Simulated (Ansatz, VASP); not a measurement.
# Al27N26 (V_N): VASP beside Ansatz

Wanted: the spread between two codes on one cell, functional and k mesh. Of the first pair: The cell is taken from a series of runs on this material, whose earlier steps may have relaxed, scaled, displaced or heated it; both programs get it as it stands.

Main program and level: Ansatz 0.2.0; plane waves, with VASP 6.6.1 beside it; single point at r2SCAN.

## (1) The structure

The cell holds 53 atoms: 27 Al and 26 N. Cell: a = 8.991 Å, b = 8.991 Å, c = 8.991 Å, α = 60.0°, β = 60.0°, γ = 60.0°. It derives from AlN (AlN (F-43m)). Nearest the centre at fractional (0.417, 0.417, 0.417): Al15 at 1.69 Å, Al17 at 1.75 Å, Al23 at 1.75 Å, Al14 at 1.80 Å, N35 at 2.93 Å, N41 at 2.93 Å, N46 at 2.93 Å, N40 at 2.94 Å. The cell carries charge −1.

As a file:

```xyz
53
Lattice="0.0000 6.3576 6.3576 6.3576 0.0000 6.3576 6.3576 6.3576 0.0000" Properties=species:S:1:pos:R:3 pbc="T T T"
Al    6.3478    6.3500    0.0047
Al    8.4699    2.1145    6.3556
Al    4.2405    4.2426    0.0153
Al    8.4657    6.3537    2.1235
Al    4.2159    2.1142    2.1235
Al    6.3473    4.2406    2.1550
Al   10.5973   12.7078   10.5904
Al    6.3521    2.1224    4.2485
Al    8.4836    4.2408    4.2598
Al    6.3515    8.4679    2.1235
Al    2.1121    4.2180    2.1234
Al    4.2387    6.3493    2.1552
Al    8.4617    8.4638    4.2476
Al    4.3165    4.3181    4.1514
Al    6.2227    6.2250    4.2231
Al    4.2391    2.1194    6.3370
Al    6.2645    4.3716    6.4275
Al    8.4783    6.3588    6.3566
Al   12.7056   10.5993   10.5905
Al    2.1202    6.3542    4.2487
Al    4.2386    8.4857    4.2599
Al    2.1174    4.2411    6.3370
Al    4.3696    6.2672    6.4280
Al    6.3568    8.4802    6.3567
Al    4.2485    4.2505    8.4430
Al    6.3521    6.3541    8.4447
Al    8.4793    8.4812    8.4797
N     1.0552    1.0573    1.0616
N     3.1717    3.1739    1.0591
N     5.2994    5.3015    1.0752
N     3.1667    1.0552    3.1875
N     5.3000    3.1202    3.1610
N     7.4555    5.2876    3.1998
N     5.2985    1.0490    5.2962
N     7.3702    3.2330    5.3298
N     9.5522    5.3030    5.3103
N     1.0530    3.1689    3.1875
N     3.1183    5.3020    3.1613
N     5.2854    7.4578    3.1998
N     3.2165    3.2185    5.2649
N     7.3664    7.3684    5.2823
N     5.2936    3.1381    7.4098
N     7.4828    5.3069    7.4440
N     9.5430    7.4278    7.4136
N     1.0468    5.3005    5.2963
N     3.2308    7.3722    5.3299
N     5.3009    9.5542    5.3104
N     3.1360    5.2958    7.4098
N     5.3049    7.4851    7.4443
N     7.4259    9.5449    7.4136
N     5.3010    5.3030    9.5333
N     7.4234    7.4254    9.5517
N     9.5448    9.5469    9.5497
```

## (2) Ansatz: single point, r2SCAN, pair 1

Ansatz runs on its PAW soft_1 files.

A single point gives forces, pressure and levels at one fixed geometry, so differences don't come from the geometry; what else differs is listed under the comparison.

File input.yaml:

```yaml
crystal:
  checkpoint: "../qm1.relax.run"
  host: checkpoint
total_charge: -1
basis:
  ecutwfc: 500
  xc_grid: 2
hamiltonian:
  xc: r2scan
  pseudopotentials: { kind: paw, azcp: { folder: soft_1 } }
kpoints:
  mp_grid: { grid: [2, 2, 2], shift: [0.5, 0.5, 0.5] }
scf:
  occupations: { method: fermi_dirac, width: 0.01 }
  max_iter: 100
output:
  forces: true
  eigenvalues: true
  charged_corrections:
    epsilon: 4.64
    static_epsilon: 8.51
    defect_position: [0.416667, 0.416667, 0.416667]
  eigenstates: { localisation: true }
  populations: true
  band_densities: [{ bands: [v1, v1] }, { bands: [c1, c1] }]
  write_density: true
  write_potential: true
  volumetric_format: npy
checkpoint:
  read: "../qm1.relax.run"
  write: "../qm1.point.run"
  compress: false
  write_wavefunctions: false
  write_every: 100000
```

Command:

```
$ ansatz run input.yaml --threads 4 --pin off --max-ram 7536MiB --backend cpu --events-out ev --progress --plain --runs-dir out
```

Numbers of over 12 decimals in the logs are rounded to 6 here.

The log of the run:

```text
crystal.checkpoint: the structure is that of <dir>, a `relax` run, at its step 13: its result, under r2scan at a charge of -1 e; 53 atoms read, 0 with a starting moment; crystal.structure_sha256 for this input is
Engine: ansatz 0.2.0, aarch64-unknown-linux-gnu
Pseudopotentials: kind: paw
Pseudopotential: Al, paw, valence charge 3, recommended cutoff 500 eV (meta_gga), soft_1/Al.paw.azcp
Pseudopotential: N, paw, valence charge 5, recommended cutoff 500 eV (meta_gga), soft_1/N.paw.azcp
Functional definition: r2SCAN
  parameter k0 = 0.174
  parameter k1 = 0.065
  parameter a1 = 4.9479
  exchange = r2scan_x(k0 = k0, k1 = k1, a1 = a1)
  correlation = r2scan_c
Crystal: 53 atoms, lattice volume = 513.928 Å³
Basis set: ecut = 500 eV, 13107 PW (Γ), exchange–correlation on 144×144×144 points (8 copies of the dense FFT grid, shifted against one another)
Bands: 159, of which v1, the nominal top of the filled ones, is band 106 counted from 1 (105 counted from 0)
Symmetry: 1 space group operations
Space group: P1 (ITA 1), of the structure as read, at distance tolerance 8.0e-5 Å
k-points: 4 of 8 (time reversal used)
Non-local potential: Al, projectors of the file, l = 0: 2, l = 1: 2, l = 2: 1
Non-local potential: N, projectors of the file, l = 0: 2, l = 1: 2, l = 2: 1
PAW form: soft (Blöchl's): semilocal exchange-correlation on the pseudo side does not see the compensation charge
PAW frozen core: Al, regenerated for the run's functional (the file was generated under x = pbe(κ = 0.804, μ = 0.219515), c = pbe(β = 0.066725))
PAW frozen core: N, regenerated for the run's functional (the file was generated under x = pbe(κ = 0.804, μ = 0.219515), c = pbe(β = 0.066725))
PAW one-centre angular grid: Al, 302 points (default); XC on 160 Gauss nodes
PAW one-centre angular grid: N, 302 points (default); XC on 160 Gauss nodes
Initial density: read from a saved state, or passed on in memory by an earlier SCF of this step, an earlier step, the calling program or the single point that the run made first
Initial wavefunctions: pseudopotential atomic-orbital guess — the wavefunctions supplied were not used: k-point sampling differs
Functional: x = r2scan, c = r2scan; τ floored in thin density (d = 2e-4 eV/Å³)
iter 1 solved again at ethr=4.60e-5 eV; its pass at ethr=3.10e-3 eV (dr2=9.76e-2 eV) is discarded
SCF iter   1: F=—  HF=-24661.824517 eV  |F-HF|=—  |Δ(HF+E_count)|=         —  Δρ=4.20e-3  dr2=9.94e-2  dr2_τ=6.68e-3  ethr=4.60e-5  ⟨swp⟩=12.2  Hψ=4305  notcnv=0
preconditioner: auto → Resta (q_TF=auto, 2.354 Å⁻¹)  ε∞=3.7  [insulator: Δε(μ)=0.355 eV  Ē_g=14.646 eV  σ=0.010 eV  W_gap=1.00  n_scr=112 (ndim 8)  ℏωp=23.8 eV  f_vac=0.000  D(μ)=0.00/eV (n_scr^D=0)  ε∞_Penn≈3.7]
SCF iter   2: F=—  HF=-24661.803979 eV  |F-HF|=—  |Δ(HF+E_count)|=   2.05e-2  Δρ=1.65e-3  dr2=1.10e-2  dr2_τ=1.68e-3  ethr=4.60e-5  ⟨swp⟩=3.0  Hψ=1152  notcnv=0  defer=140
SCF iter   3: F=—  HF=-24661.804543 eV  |F-HF|=—  |Δ(HF+E_count)|=   5.63e-4  Δρ=7.16e-4  dr2=2.23e-3  dr2_τ=9.73e-5  ethr=5.18e-6  ⟨swp⟩=2.0  Hψ=549  notcnv=0  defer=187
SCF iter   4: F=—  HF=-24661.804849 eV  |F-HF|=—  |Δ(HF+E_count)|=   3.06e-4  Δρ=1.26e-4  dr2=8.69e-5  dr2_τ=9.79e-6  ethr=1.05e-6  ⟨swp⟩=2.0  Hψ=791  notcnv=0  defer=187
SCF iter   5: F=—  HF=-24661.805148 eV  |F-HF|=—  |Δ(HF+E_count)|=   2.99e-4  Δρ=4.64e-5  dr2=1.19e-5  dr2_τ=1.29e-6  ethr=4.10e-8  ⟨swp⟩=2.0  Hψ=841  notcnv=0  defer=187
SCF iter   6: F=—  HF=-24661.805150 eV  |F-HF|=—  |Δ(HF+E_count)|=   1.72e-6  Δρ=1.23e-5  dr2=7.12e-7  dr2_τ=6.00e-8  ethr=5.63e-9  ⟨swp⟩=2.0  Hψ=867  notcnv=0  defer=187
SCF iter   7: F=—  HF=-24661.805150 eV  |F-HF|=—  |Δ(HF+E_count)|=   2.06e-7  Δρ=5.06e-6  dr2=1.70e-7  dr2_τ=1.70e-8  ethr=4.72e-11  ⟨swp⟩=20.5  Hψ=5319  notcnv=0
SCF iter   8: F=-24661.805150 eV  HF=-24661.805150 eV  |F-HF|=9.53e-10  |Δ(HF+E_count)|=   4.23e-9  Δρ=1.16e-6  dr2=6.59e-9  dr2_τ=3.99e-10  ethr=4.72e-11  ⟨swp⟩=8.0  Hψ=3335  notcnv=0
SCF 1 converged in 8 iterations: F = -24661.805150 eV  dr2 = 6.59e-9
  greatest PAW one-centre occupation: 0.809 electrons in one spin orbital (limit 2), on the N atom at site 44 (counted from 0), in its partial waves of l = 0
SCF converged after 8 iterations
Free energy (F): -24661.805150 eV
Harris-Foulkes:  -24661.805150 eV  (|F-HF|=9.53e-10)
Internal energy: -24661.805150 eV  (E = F + TS)
E sigma→0 (E₀):  -24661.805150 eV
Fermi energy:    11.588037 eV
--- Per-component energies (eV) ---
  E_band       = 464.643010
  E_kinetic    = 4242.708077
  E_local      = -5422.385215  (includes V_loc(G=0)·N_el)
  E_nonlocal   = 1169.754910
  E_hartree    = 2060.284336
  E_xc         = -2578.157349
  E_vxc        = -3148.734371  (∫ρ·V_xc dr)
  E_paw        = -16222.982376  (= ΣΔE_a)
  E_vpaw       = -663.354718  (= ΣTr[D̂ρ^β])
  E_aug_tail   = -0.000091  (compensation charges beyond the density's cutoff)
[...]
atom  43  N      0.02717989     0.00616860     0.21271403
  atom  44  Al    -0.15959807    -0.13903184    -0.06545124
  atom  45  N      0.06825036    -0.13711165    -0.13040554
  atom  46  Al     0.05838206     0.11181492     0.00786780
  atom  47  N     -0.08303212    -0.05791567    -0.04657138
  atom  48  Al     0.01894317     0.02110518    -0.10228266
  atom  49  N     -0.04847078    -0.04864208    -0.08284063
  atom  50  Al     0.06088515     0.05825116     0.12729480
  atom  51  N     -0.05149917    -0.05095379    -0.07642424
  atom  52  Al     0.08686182     0.08675678     0.08623571
  atom  53  N     -0.06288497    -0.06260363    -0.04783230
  max |Σ_I F_I| component: 3.27e-3 eV/Å
--- Charged-cell corrections in eV (Makov–Payne, q = -1.000 e, ε = 4.640 of the electrons, 8.510 with the ions) ---
  F (periodic)     = -24661.805150  (uncorrected; the corrections below are reported, never added to it)
  E_corr1          = +0.559512  (monopole, q²α_M/2εL)
  F Makov-Payne    = n/a  (the rows are of the electrons' constant alone; ansatz place-levels tells what screens the charge)
  no potential alignment in this run, which stands beside a crystal: run the host's input off ansatz write-host-input, and read the two finished runs by ansatz place-levels (neither reads a slab, a wire or a sheet, whose cell leaves a vacuum)
--- Band table (eV) ---
  k-point 0: bands = [... 102 lower, 7.4437, 7.4443, 7.4676, 11.4042, 12.4483, 12.5982, 12.7779, 12.9732, ... 49 higher]
  k-point 1: bands = [... 102 lower, 7.2874, 7.4300, 7.7798, 11.2408, 11.7718, 12.4147, 12.5605, 13.1079, ... 49 higher]
  k-point 2: bands = [... 102 lower, 7.2936, 7.4414, 7.7957, 11.3071, 11.9965, 12.2394, 12.4963, 13.0169, ... 49 higher]
  k-point 3: bands = [... 102 lower, 7.2936, 7.4414, 7.7958, 11.3066, 11.9968, 12.2413, 12.4955, 13.0160, ... 49 higher]
--- Löwdin populations: 53 sites ---
  site symbol       q [e]
     0     Al      1.8608
     1      N      6.0935
     2     Al      1.8761
     3      N      6.0949
     4     Al      1.8597
     5      N      6.0895
     6     Al      1.8679
     7      N      6.0943
     8     Al      1.8613
     9      N      6.0969
    10     Al      1.8805
    11      N      6.0872
    12     Al      1.8608
    13      N      6.0962
    14     Al      1.8724
    15      N      6.0542
    16     Al      1.8750
    17      N      6.0959
    18     Al      1.8678
    19      N      6.0943
    20     Al      1.8614
    21      N      6.0968
    22     Al      1.8805
    23      N      6.0873
[...]
45     Al      1.8733
    46      N      6.0854
    47     Al      1.8861
    48      N      6.0895
    49     Al      1.8838
    50      N      6.0844
    51     Al      1.8702
    52      N      6.0851
  spilling = 0.008637 (of n_electrons = 212.000000)
--- Band densities, each state counted as filled ---
  window                                       electrons  max residual (eV)  cut levels
  bands: [v1, v1]                               2.000000             1.4e-9           0
  bands: [c1, c1]                               2.000000             4.2e-4           0
```

## (3) VASP: single point, r2SCAN, pair 1

The same cell, functional, mesh and smearing now go to VASP, with its own data sets.

Lines of VASP's logs that name or quote its potential files are left out, and so is its time.

File INCAR:

```
SYSTEM = Al27N26
PREC = Accurate
ENCUT = 580
EDIFF = 1E-06
NELM = 120
ISMEAR = -1
SIGMA = 0.01
LREAL = Auto
ALGO = Normal
METAGGA = R2SCAN
LASPH = .TRUE.
NELECT = 212
NBANDS = 144
LORBIT = 11
LWAVE = .FALSE.
LCHARG = .FALSE.
ISIF = 2
ISYM = 0
GGA_COMPAT = .FALSE.
EFERMI = MIDGAP
LMIXTAU = .TRUE.
KPAR = 4
```

File POSCAR:

```
Al27N26
1.0
    0.0000000000      6.3575641672      6.3575641672
    6.3575641672      0.0000000000      6.3575641672
    6.3575641672      6.3575641672      0.0000000000
Al N
27 26
Direct
    0.0005366947      0.0001983429      0.9982711322
    0.0000161742      0.9996716685      0.3325815182
    0.0013645906      0.0010410486      0.6659602514
    0.0009104381      0.3331053761      0.9984862362
    0.0017165013      0.3322887896      0.3308369868
    0.0038044488      0.3351675041      0.6632162218
    0.9988805999      0.6669196518      0.9999598395
    0.0014825008      0.6667829114      0.3323583924
    0.0013368033      0.6687017223      0.6657077038
    0.3334493773      0.0005568821      0.9984872493
    0.3326241906      0.0013769244      0.3308402074
    0.3354885527      0.0035075306      0.6632061986
    0.3342217441      0.3338917864      0.9970685358
    0.3266177176      0.3263668685      0.3525837513
    0.3323178614      0.3319462161      0.6468338786
    0.3316801752      0.6650894282      0.0016852184
    0.3566324128      0.6543695703      0.3309910373
    0.3332343629      0.6666194530      0.6669544902
    0.6672569287      0.9985535812      0.9999438902
    0.6671312876      0.0011590158      0.3323412163
    0.6690362773      0.0010085055      0.6656974388
    0.6654090530      0.3313602387      0.0016874837
    0.6547791732      0.3562960280      0.3310066271
    0.6669332669      0.3329303567      0.6669424212
    0.6641726119      0.6638456700      0.0044071234
    0.6643061076      0.6639787223      0.3351554956
    0.6670529788      0.6667453386      0.6669811039
    0.0836642133      0.0833226504      0.0826459832
    0.0834603253      0.0831228242      0.4157641161
    0.0847275028      0.0843967195      0.7491648462
    0.0846202731      0.4167565883      0.0813486916
    0.0771615724      0.4200364545      0.4136222413
    0.0811549845      0.4221573210      0.7505472621
    0.0823192939      0.7507324471      0.0826787457
    0.0937952874      0.7445422700      0.4147323488
    0.0834532134      0.7518258094      0.7506668886
    0.4170915323      0.0842812506      0.0813513110
    0.4203679898      0.0768768633      0.4136049942
    0.4224960583      0.0808041105      0.7505573939
    0.4142292546      0.4139050221      0.0920234288
    0.4155951035      0.4152802571      0.7434041566
    0.4132312610      0.7522822223      0.0803640949
    0.4143191776      0.7565668653      0.4204190468
    0.4167025006      0.7494101262      0.7516344160
    0.7510714277      0.0819984175      0.0826580796
    0.7448824512      0.0934764085      0.4147127885
    0.7521534429      0.0831412788      0.7506543580
    0.7526220958      0.4128930144      0.0803723265
    0.7569324500      0.4140058052      0.4204180523
    0.7497078570      0.4163972428      0.7516407706
    0.7499239946      0.7495954316      0.0842074042
    0.7513652765      0.7510476020      0.4165946882
    0.7512136545      0.7508879035      0.7504411520
```

File KPOINTS:

```
Points of the shifted mesh
8
Reciprocal
 0.2500000000  0.2500000000  0.2500000000 1
 0.2500000000  0.2500000000  0.7500000000 1
 0.2500000000  0.7500000000  0.2500000000 1
 0.2500000000  0.7500000000  0.7500000000 1
 0.7500000000  0.2500000000  0.2500000000 1
 0.7500000000  0.2500000000  0.7500000000 1
 0.7500000000  0.7500000000  0.2500000000 1
 0.7500000000  0.7500000000  0.7500000000 1
```

The projector-augmented-wave data sets are Al and N (PBE family, release 64).

Command:

```
$ mpirun -np 8 vasp_std
```

The log of the run:

```text
[banner, memory and clock lines left out]
running    8 mpi-ranks, on    1 nodes
[...]
|                                                                             |
|           W    W    AA    RRRRR   N    N  II  N    N   GGGG   !!!           |
|           W    W   A  A   R    R  NN   N  II  NN   N  G    G  !!!           |
|           W    W  A    A  R    R  N N  N  II  N N  N  G       !!!           |
|           W WW W  AAAAAA  RRRRR   N  N N  II  N  N N  G  GGG   !            |
|           WW  WW  A    A  R   R   N   NN  II  N   NN  G    G                |
|           W    W  A    A  R    R  N    N  II  N    N   GGGG   !!!           |
|                                                                             |
|     For optimal performance we recommend to set                             |
|       NCORE = 2 up to number-of-cores-per-socket                            |
|     NCORE specifies how many cores store one orbital (NPAR=cpu/NCORE).      |
|     This setting can greatly improve the performance of VASP for DFT.       |
[...]
DAV:   5    -0.606301271012E+03   -0.23173E-01   -0.23160E-01  2816   0.138E+00BRMIX: very serious problems
 the old and the new charge density differ
 old charge density:   211.00000 new  212.00000
BRMIX: very serious problems
 the old and the new charge density differ
 old charge density:   211.00000 new  212.00000
BRMIX: very serious problems
 the old and the new charge density differ
 old charge density:   211.00000 new  212.00000
BRMIX: very serious problems
 the old and the new charge density differ
 old charge density:   211.00000 new  212.00000
    0.486E+01
DAV:   6    -0.504031687481E+03    0.10227E+03   -0.22185E+02  2640   0.350E+01    0.221E+01
DAV:   7    -0.484096759524E+03    0.19935E+02   -0.10349E+01  2568   0.103E+01    0.122E+01
DAV:   8    -0.504968448233E+03   -0.20872E+02   -0.21929E+01  2512   0.125E+01    0.797E+00
DAV:   9    -0.484187530661E+03    0.20781E+02   -0.10966E+01  2424   0.980E+00    0.965E-01
[...]
DAV:  20    -0.488472941096E+03   -0.65756E-04   -0.10557E-04  2576   0.343E-02    0.410E-02
DAV:  21    -0.488472963244E+03   -0.22147E-04   -0.19723E-05  2480   0.175E-02    0.118E-02
DAV:  22    -0.488472963707E+03   -0.46351E-06   -0.82907E-06  2640   0.918E-03
   1 F= -.48847296E+03 E0= -.48847296E+03  d E =-.231441E-08
```

OUTCAR, selected parts (step 3):

```text
  Total       79.8287504     79.8296524     83.0280228     -0.6500490      0.7429484      0.7234255
  in kB      248.8671998    248.8700118    258.8409742     -2.0265366      2.3161517      2.2552888
  external PRESSURE =     252.1927286 kB  Pullay stress =       0.0000000 kB

 POSITION                                       TOTAL-FORCE (eV/Angst)
 -----------------------------------------------------------------------------------
      6.34783      6.34998      0.00467         0.060922      0.061187      0.023179
      8.46989      2.11451      6.35558         0.014956      0.013427     -0.088146
      4.24050      4.24256      0.01529         0.036379      0.038599      0.058217
      8.46568      6.35373      2.12353         0.020576     -0.003809      0.014034
      4.21586      2.11423      2.12346        -0.036893      0.025797      0.028295
      6.34729      4.24063      2.15504         0.163919      0.095068      0.046663
     10.59729     12.70776     10.59043         0.041825      0.074684      0.063021
      6.35210      2.12241      4.24854         0.119431      0.034044      0.119133
      8.48359      4.24078      4.25981        -0.009467      0.000199      0.059208
      6.35149      8.46787      2.12347        -0.002442      0.021802      0.015277
      2.11209      4.21802      2.12343         0.025247     -0.033356      0.029414
      4.23868      6.34927      2.15519         0.091586      0.163145      0.046125
      8.46167      8.46376      4.24757         0.029813      0.031803      0.043106
      4.31647      4.31807      4.15139         0.153254      0.159975      0.170210
[...]
-----------------------------------------------------------------------------------
    total drift:                               -0.018777     -0.001124     -0.002921

  FREE ENERGIE OF THE ION-ELECTRON SYSTEM (eV)
  ---------------------------------------------------
  free  energy   TOTEN  =      -488.4729637071 eV

  energy  without entropy=     -488.4729637048  energy(sigma->0) =     -488.47296371

[... 1 further part left out ...]
```

The run ends at a pressure of 25.22 GPa, with forces up to 0.34 eV/Å.

## (4) Side by side

Known differences besides the potentials themselves: VASP keeps PBE cores, Ansatz makes them for the functional; the cutoff is 500 eV in Ansatz and 580 eV in VASP (PREC = Accurate, projectors in real space). Total energies have different zeros and are not compared.

Both answers:

| quantity | Ansatz | VASP | difference |
| --- | --- | --- | --- |
| gap on the k mesh (eV) | 0.368 | 0.365 | +0.003 |

Forces on 8 of the 53 atoms, those with the largest forces and the largest differences (eV/Å; atoms numbered as in POSCAR):

| atom | Ansatz x, y, z | VASP x, y, z |
| --- | --- | --- |
| Al14 | 0.153, 0.161, 0.177 | 0.153, 0.160, 0.170 |
| Al17 | -0.132, -0.155, -0.063 | -0.122, -0.166, -0.067 |
| Al23 | -0.160, -0.139, -0.065 | -0.171, -0.129, -0.069 |
| N33 | -0.167, 0.051, -0.284 | -0.176, 0.046, -0.283 |
| N39 | 0.050, -0.168, -0.282 | 0.046, -0.177, -0.281 |
| N42 | 0.006, 0.028, 0.211 | 0.002, 0.034, 0.210 |
| N48 | 0.027, 0.006, 0.213 | 0.033, 0.002, 0.213 |
| N49 | 0.068, -0.137, -0.130 | 0.074, -0.146, -0.133 |

The forces differ by 4.3 meV/Å r.m.s., which is 5.1 % of the r.m.s. force of 0.085 eV/Å (both taken over all components). A gap on the mesh is an upper bound, since the band edges may lie between its points. The cell carries a charge of -1 e against a uniform background, so its pressure also hangs on how the neutralising background is counted, and in a defect's cell a gap may be the spacing between its levels.

[end of part 1 of 2]

[Lines on the potential files, build, host, timing and source positions are cut from VASP's logs without a mark.]

[Logs are printed without paths, hosts, clocks, repeated set-up lines and the standing remarks that a program may print on its own settings, such as how far it seeks lower states.]

[Hosts, paths, dates, database ids (printed as entryN), source tags and the programs' standing remarks are cut or masked in the printed files.]
